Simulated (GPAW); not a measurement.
Crystal: Sb.

```
Sb
1.0
     2.15420    1.24373    3.75800
    -2.15420    1.24373    3.75800
     0.00000   -2.48746    3.75800
Sb
2
Cartesian
  0.0000 0.0000 8.6416
  0.0000 0.0000 2.6324
```

Base run:

| Property | Result |
| --- | --- |
| Program | GPAW 26.7.0 |
| Functional | PBE |
| Potentials or basis | GPAW PAW data sets (gpaw-data 1.2.1) |
| Cutoff | 450 eV |
| Basis | pw |
| k mesh | 6 × 6 × 6 |
| Occupations | fermi-dirac, width 0.05 eV |
| Spin | no spin polarisation |

Its results: band gap on the k mesh none (metal or under the smearing width); pressure 0.9 GPa; largest force 0.056 eV/Å.

Question: The run is repeated on the same cell with these changes: functional from PBE to r2SCAN. What comes out?

Answer: Band gap on the k mesh none (metal or under the smearing width); pressure -0.2 GPa; largest force 0.100 eV/Å.

Caveats: the cutoff is short for stress and forces, so pressures can be off by a GPa or more; the PAW data sets were made with another functional, which shifts forces and pressure a little (some runs).
